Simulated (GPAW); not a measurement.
# ZnSe (Stilleite) (F-43m) in GPAW: settings compared

One crystal, ZnSe (Stilleite), is run at these levels: PBEsol, PBE, r2SCAN; tasks: wannier90, dielectric tensor, one-shot levels on a semilocal density.

All numbers are computed with GPAW 26.7.0; they aren't measurements. Logs are shortened: lines on timing, memory, paths and dates and some standing lists are left out, and cuts for length are marked. The log counts tension as positive stress, the text compression.

**Measured values to compare with.**

“Alloy Disordering Effects on the Thermal Conductivity and Energy Gap Temperature Dependence of Cd1−xZnxSe Ternary Crystals Grown by the Bridgman Method”, 2023, pmc:10253836 reports, for a bulk crystal of ZnSe at 300 K: band gap 2.695 ± 0.003 eV (an exciton energy, a little under the gap).

A printed reference work, textbook reports, for a bulk crystal of ZnSe: high-frequency dielectric constant 5.9.

How close the calculation comes is told below.

### 1 The crystal as given

Symmetry: F-43m, No. 216, cubic system. Conventional cell: a = 5.668 Å, b = 5.668 Å, c = 5.668 Å, α = 90.00°, β = 90.00°, γ = 90.00°. Se (site symmetry -43m) has 4 Zn at 2.45 Å as nearest neighbours. Zn (site symmetry -43m) has 4 Se at 2.45 Å as nearest neighbours.

### 2 Wannier90, PBEsol

Contents of run.py:

```python
import json
import numpy as np
import subprocess
from ase.dft.bandgap import bandgap
from ase.io import read, write
from ase.units import GPa
from gpaw import GPAW, PW, setup_paths
from gpaw.wannier.wannier90 import Wannier90

setup_paths.insert(0, '.')

atoms = read('ZnSe.cif')

calc = GPAW(mode=PW(600),
            xc='PBEsol',
            kpts={'size': (8, 8, 8), 'gamma': True},
            occupations={'name': 'fermi-dirac', 'width': 0.05},
            nbands=18,
            convergence={'density': 1e-05, 'energy': 1e-05},
            maxiter=150,
            txt='gpaw.txt')
atoms.calc = calc
energy = atoms.get_potential_energy()
forces = atoms.get_forces()
stress = atoms.get_stress()
calc.write('gs.gpw')
write('result.traj', atoms)
print(f'Energy: {energy:.6f} eV')
print('Forces (eV/A):')
print(forces.round(4))
print('Stress (GPa):', (stress / GPa).round(3))
print('Fermi level:', round(calc.get_fermi_level(), 4), 'eV')
print(f'Gap: {bandgap(calc)[0]:.4f} eV, direct: {bandgap(calc, direct=True)[0]:.4f} eV')

nwann = sum(2 * l + 1 for setup in calc.setups for n, l in zip(setup.n_j, setup.l_j) if n > 0)
nbands = nwann + 8
full = calc.fixed_density(kpts={'size': (5, 5, 5), 'gamma': True}, symmetry='off', nbands=nbands + 6,
                          convergence={'bands': nbands, 'eigenstates': 1e-7}, txt='full.txt')
w90 = Wannier90(full, seed='w90', bands=range(nbands), spin=0)
w90.write_input(num_iter=0, dis_num_iter=500, dis_froz_max=1.0, search_shells=40)
subprocess.run(['wannier90.x', '-pp', 'w90'], check=True)
w90.write_projections()
w90.write_eigenvalues()
w90.write_overlaps()
subprocess.run(['wannier90.x', 'w90'], check=True)

words = open('w90_hr.dat').read().split('\n', 1)[1].split()
nr = int(words[1])
degeneracy = np.array(words[2:2 + nr], float)
hr = np.array(words[2 + nr:], float).reshape((nr, nwann, nwann, 7))
R, H = hr[:, 0, 0, :3], (hr[..., 5] + 1j * hr[..., 6]) / degeneracy[:, None, None]
path = atoms.cell.bandpath('GXWKGLUWLK,UX', npoints=40, eps=1e-4)
interp = np.array([np.linalg.eigvalsh(np.einsum('r,rji->ij', np.exp(2j * np.pi * R @ k), H)) for k in path.kpts])
exact = calc.fixed_density(kpts=path, symmetry='off', nbands=nwann + 6, convergence={'bands': nwann, 'eigenstates': 1e-7},
                           txt='bands.txt').band_structure().energies[0, :, :nwann]
window = exact < calc.get_fermi_level() + 1.0
miss = abs(interp - exact)[window]
print(f'{nwann} functions; bands in the frozen window, Wannier less DFT: mean {miss.mean():.4f} eV, largest {miss.max():.4f} eV')
json.dump({'interp': interp.tolist(), 'exact': exact.tolist(), 'kpts': path.kpts.tolist(), 'miss': [miss.mean(), miss.max()],
           'onsite': H[abs(R).sum(1).argmin()].diagonal().real.tolist()}, open('wannier.json', 'w'))
```

Contents of ZnSe.cif:

```cif
data_ZnSe
_cell_length_a 4.00759839
_cell_length_b 4.00759839
_cell_length_c 4.00759839
_cell_angle_alpha 60.00000000
_cell_angle_beta 60.00000000
_cell_angle_gamma 60.00000000
_space_group_name_H-M_alt 'P1'
_space_group_name_Hall 'P 1'
_space_group_IT_number 1
loop_
_space_group_symop_operation_xyz
'x,y,z'
loop_
_atom_site_label
_atom_site_type_symbol
_atom_site_symmetry_multiplicity
_atom_site_Wyckoff_symbol
_atom_site_fract_x
_atom_site_fract_y
_atom_site_fract_z
_atom_site_occupancy
Se1 Se 1 a 0.7500000000 0.7500000000 0.7500000000 1
Zn1 Zn 1 a 0.0000000000 0.0000000000 0.0000000000 1
```

Potentials or basis: PAW data sets generated in the run's folder for this functional, pw.

On the command line:

```sh
$ gpaw-setup -f PBEsol Se Zn
$ OMP_NUM_THREADS=1 python run.py
```

gpaw.txt:

```text
__  _  _
 | _ |_)|_||  |
 |__||  | ||/\| - 26.7.0

Input parameters:
  mode=PW(ecut=600.0),
  convergence={'density': 1e-05, 'energy': 1e-05},
  kpts=MonkhorstPack(size=(8, 8, 8), gamma=True),
  maxiter=150,
  nbands=18,
  occupations=Occupations(name='fermi-dirac', width=0.05),
  xc=XC(name='PBEsol')

Diagonalizing LCAO Hamiltonian
Converting LCAO to pw mode

                         Se

       Zn

Atoms  # Å, Bohr magnetons
|   | symbol |        x |        y |        z |    initial magnetic moments |
|---|--------|----------|----------|----------|-----------------------------|
| 0 |     Se | 6.011398 | 3.470682 | 2.454143 | ( 0.0000,  0.0000,  0.0000) |
| 1 |     Zn | 0.000000 | 0.000000 | 0.000000 | ( 0.0000,  0.0000,  0.0000) |

Unit cell  # Å
| periodic |        x |        y |        z |  lengths |    angles |
|----------|----------|----------|----------|----------|-----------|
|      yes | 4.007598 | 0.000000 | 0.000000 | 4.007598 | 60.000000 |
|      yes | 2.003799 | 3.470682 | 0.000000 | 4.007598 | 60.000000 |
|      yes | 2.003799 | 1.156894 | 3.272190 | 4.007598 | 60.000000 |

Number of symmetries: 24
Symmetry operations  # r_c * U_cc + t_c -> r_c
|    | kind |            matrix            |
|----|------|------------------------------|
|  0 |  E   |  1, 0, 0,  0, 1, 0,  0, 0, 1 |
|  1 |  σ   |  1, 0, 0,  0, 0, 1,  0, 1, 0 |
|  2 |  σ   |  1, 0,-1,  0, 1,-1,  0, 0,-1 |
|  3 |  C3  |  1, 0,-1,  0, 0,-1,  0, 1,-1 |
|  4 |  C3  |  1,-1, 0,  0,-1, 1,  0,-1, 0 |
|  5 |  σ   |  1,-1, 0,  0,-1, 0,  0,-1, 1 |
|  6 |  σ   |  0, 1, 0,  1, 0, 0,  0, 0, 1 |
|  7 |  C3  |  0, 1, 0,  0, 0, 1,  1, 0, 0 |
|  8 |  C2  |  0, 1,-1,  1, 0,-1,  0, 0,-1 |
|  9 |  S4  |  0, 1,-1,  0, 0,-1,  1, 0,-1 |
| 10 |  C3  |  0, 0, 1,  1, 0, 0,  0, 1, 0 |
| 11 |  σ   |  0, 0, 1,  0, 1, 0,  1, 0, 0 |
| 12 |  S4  |  0, 0,-1,  1, 0,-1,  0, 1,-1 |
| 13 |  C3  |  0, 0,-1,  0, 1,-1,  1, 0,-1 |
| 14 |  S4  |  0,-1, 1,  1,-1, 0,  0,-1, 0 |
| 15 |  C2  |  0,-1, 1,  0,-1, 0,  1,-1, 0 |
| 16 |  C3  |  0,-1, 0,  1,-1, 0,  0,-1, 1 |
| 17 |  S4  |  0,-1, 0,  0,-1, 1,  1,-1, 0 |
| 18 |  S4  | -1, 1, 0, -1, 0, 1, -1, 0, 0 |
| 19 |  C3  | -1, 1, 0, -1, 0, 0, -1, 0, 1 |
| 20 |  C3  | -1, 0, 1, -1, 1, 0, -1, 0, 0 |
| 21 |  S4  | -1, 0, 1, -1, 0, 0, -1, 1, 0 |
| 22 |  σ   | -1, 0, 0, -1, 1, 0, -1, 0, 1 |
| 23 |  C2  | -1, 0, 0, -1, 0, 1, -1, 1, 0 |

BZ-sampling:
  Number of BZ points: 512
  Number of IBZ points: 29

  Monkhorst-Pack size: [8, 8, 8]
  Monkhorst-Pack shift: [0.0625, 0.0625, 0.0625]

K-points  # in reciprocal-cell coordinates
|     |                                coordinates |     weight |
|-----|--------------------------------------------|------------|
|   0 | (  0.00000000,   0.00000000,   0.00000000) | 0.00195312 |
|   1 | (  0.12500000,   0.12500000,   0.00000000) | 0.01171875 |
|   2 | (  0.12500000,   0.12500000,   0.12500000) | 0.01562500 |
|   3 | (  0.25000000,   0.12500000,   0.12500000) | 0.02343750 |
|   4 | (  0.25000000,   0.25000000,   0.00000000) | 0.01171875 |
|   5 | (  0.25000000,   0.25000000,   0.12500000) | 0.04687500 |
|   6 | (  0.25000000,   0.25000000,   0.25000000) | 0.01562500 |
|   7 | (  0.37500000,   0.25000000,  -0.37500000) | 0.04687500 |
|   8 | (  0.37500000,   0.25000000,   0.12500000) | 0.04687500 |
|   9 | (  0.37500000,   0.25000000,   0.25000000) | 0.04687500 |
| ... |                                            |            |
|  28 | (  0.50000000,   0.50000000,   0.50000000) | 0.00781250 |

Plane wave coefficients: 1540
Cutoff: 600.0 eV

Spin-components: 1 (collinear spins)
Bands:           18
Projectors:      11
Spin-degeneracy: 2
Datatype:        complex128

Density:
  Valence electrons: 18.0
  Components: 1
  Grid points: [24 24 24]
  Charge: 0.0  # |e|

Potential:
  Grid points: [24 24 24]

species:
  Se:
    name:    Selenium
    Z:       34.0
    valence: 6
    core:    28
    charge:  0.0  # [|e|]
    compensation charges:
      type: gauss
      rc: 0.27  # [Å]
      lmax: 2
    cutoffs:
      filter: 1.77  # [Å]
      core: 2.67  # [Å]
    projectors
    | kind |    occ | energy [eV] | rcut [Å] |
    |------|--------|-------------|----------|
    |   4s |  2.000 |     -17.281 |    0.847 |
    |   4p |  4.000 |      -6.511 |    1.005 |
    |    s |        |       9.930 |    0.847 |
    |    p |        |      20.700 |    1.005 |
    |    d |        |       0.000 |    0.847 |

    Using partial waves for Se as LCAO basis

  Zn:
    name:    Zinc
    Z:       30.0
    valence: 12
    core:    18
    charge:  0.0  # [|e|]
    compensation charges:
      type: gauss
      rc: 0.37  # [Å]
      lmax: 2
    cutoffs:
      filter: 2.14  # [Å]
      core: 2.28  # [Å]
    projectors
    | kind |    occ | energy [eV] | rcut [Å] |
    |------|--------|-------------|----------|
    |   4s |  2.000 |      -5.996 |    1.286 |
    |   4p |  0.000 |      -1.076 |    1.270 |
    |   3d | 10.000 |     -10.170 |    1.180 |
    |    s |        |      21.215 |    1.286 |
    |    p |        |      26.135 |    1.270 |
    |    d |        |      17.041 |    1.180 |

    Using partial waves for Zn as LCAO basis

Reference energy: -114881.077215  # eV

eigensolver:
  PPCG
  Converge bands: occupied
  niter=2

density mixing:
  MSR1-Mixer
  Pratt-step length: 0.05
  Maximum mixing coefficient: 0.75
  Old densities: 10
  SVD Regularization: 0.005
  Good broyden scale: 1.0
  Trust region scale: 1.0
  Backstep threshold: 4.0
  History deletion threshold: 6.0
  Fourier metric: weight=20.0, sigma=0.015

occupation numbers:
  Fermi-Dirac:
    width: 0.0500  # eV

poisson solver:
  ecut: 4800.0  # eV

xc functional:
  name: PBEsol with 2 nearest neighbor stencil

convergence criteria:
- Maximum integral of absolute [dens]ity change: 1e-05 electrons / valence electron
- Maximum [total energy] change in last 3 cyles: 1e-05 eV / valence electron
- Maximum integral of absolute [eigenst]ate change: 4e-08 eV^2 / valence electron
maximum number of iterations: 150

SCF iterations
|iter     | |      energy | eigst |  dens |
|---------|-|-------------|-------|-------|
|iter:   1| |   -7.081779 | -0.25 |       |
|iter:   2| |   -7.025141 | -2.21 | -1.26 |
|iter:   3| |   -6.846231 | -1.68 | -1.31 |
|iter:   4| |   -6.844732 | -2.73 | -1.84 |
|iter:   5| |   -6.845455 | -3.98 | -2.35 |
|iter:   6| |   -6.845463 | -4.75 | -3.16 |
|iter:   7| |   -6.845479c| -5.76 | -3.60 |
|iter:   8| |   -6.845481c| -6.46 | -4.06 |
|iter:   9| |   -6.845481c| -7.49c| -5.21c|

Converged in 9 steps
Energy contributions relative to reference atoms: (reference = -114881.077215)

Energy contributions:
  Kinetic:           9.997101
  Coulomb:          -8.492072
  Zero:             -0.041177
  External:          0.000000
  Xc:               -8.309333
  Entropy:          -0.000000
  Spinorbit:         0.000000
  ----------------------------
  Free energy:      -6.845482
  Extrapolated:     -6.845481

dipole moment: (-10.027495, -5.789377, -4.093708)  # |e|*Ang

Fermi level: 4.363
Eigenvalues  # (at kpt = [0.000, 0.000, 0.000])
| band index |      eig [eV] | occ [0-2] |
|------------|---------------|-----------|
|          0 |        -9.532 |     2.000 |
|          1 |        -2.794 |     2.000 |
|          2 |        -2.794 |     2.000 |
|          3 |        -2.794 |     2.000 |
|          4 |        -2.429 |     2.000 |
|          5 |        -2.429 |     2.000 |
[... 10 lines left out ...]
|         16 |        16.663 |     0.000 |
|         17 |        16.663 |     0.000 |

Gap: 1.177 eV
Transition (v -> c):
  (s=0, k=0, n=8, [0.00, 0.00, 0.00]) -> (s=0, k=0, n=9, [0.00, 0.00, 0.00])
No difference between direct/indirect transitions

Forces  # eV/Ang
|        x |        y |       z |
|----------|----------|---------|
| -0.00000 | -0.00000 | 0.00000 |  # Se   0
| -0.00000 | -0.00000 | 0.00000 |  # Zn   1

Stress tensor  # eV/Ang^3
|         x |         y |         z |
|-----------|-----------|-----------|
|  0.007197 |  0.000000 | -0.000000 |
| -0.000000 |  0.007197 | -0.000000 |
|  0.000000 | -0.000000 |  0.007197 |

# Writing to gs.gpw (mode='')
```

Run time: 90 s. Hardware: 1 thread of Intel Xeon Platinum 8488C (Sapphire Rapids), shared host; peak memory 0.86 GiB.

What came out:

| Item | Value |
| --- | --- |
| Free energy | -6.8455 eV |
| Pressure | -1.2 GPa |
| Band gap on the k mesh | 1.18 eV, direct |
| Band gap along the path | 1.18 eV, direct |
| Total Wannier spread | 15.28 Å² over 13 functions |

Levels at the corners of the path, in eV from the valence-band top:
| point | band 6 | band 7 | band 8 | band 9 | band 10 | band 11 | band 12 | band 13 |
| --- | --- | --- | --- | --- | --- | --- | --- | --- |
| Γ | -6.17 | 0.00 | 0.00 | 0.00 | 1.18 | 5.75 | 5.75 | 5.75 |
| X | -5.99 | -4.78 | -2.20 | -2.20 | 2.84 | 3.38 | 10.60 | 11.18 |
| W | -5.86 | -4.71 | -2.79 | -2.70 | 5.36 | 5.53 | 6.87 | 7.59 |
| K | -5.90 | -4.74 | -3.13 | -1.81 | 3.48 | 5.53 | 8.93 | 9.21 |
| Γ | -6.17 | 0.00 | 0.00 | 0.00 | 1.18 | 5.75 | 5.75 | 5.75 |
| L | -6.01 | -5.27 | -0.87 | -0.87 | 2.46 | 6.31 | 6.31 | 8.40 |
| U | -5.90 | -4.74 | -3.13 | -1.81 | 3.48 | 5.53 | 8.93 | 9.21 |
| W | -5.86 | -4.71 | -2.79 | -2.70 | 5.36 | 5.53 | 6.87 | 7.59 |
| L | -6.01 | -5.27 | -0.87 | -0.87 | 2.46 | 6.31 | 6.31 | 8.40 |
| K | -5.90 | -4.74 | -3.13 | -1.81 | 3.48 | 5.53 | 8.93 | 9.21 |
| U | -5.90 | -4.74 | -3.13 | -1.81 | 3.48 | 5.53 | 8.93 | 9.21 |
| X | -5.99 | -4.78 | -2.20 | -2.20 | 2.84 | 3.38 | 10.60 | 11.18 |

Wannier centres (Å) and spreads (Å²):
```csv
function,x,y,z,spread
1,6.011,3.471,2.454,1.049
2,6.011,3.565,2.391,1.525
3,6.011,3.470,2.578,1.525
4,6.011,3.384,2.393,1.529
5,0.000,0.000,0.000,1.831
6,-0.001,-0.146,0.098,2.300
7,0.000,0.002,-0.217,2.271
8,-0.001,0.145,0.110,2.281
9,0.000,0.004,-0.004,0.196
10,0.000,0.003,0.004,0.188
11,0.000,0.000,-0.001,0.203
12,0.000,-0.003,0.005,0.189
13,0.000,-0.004,-0.004,0.195
```

(Part 1 of 2 ends here.)
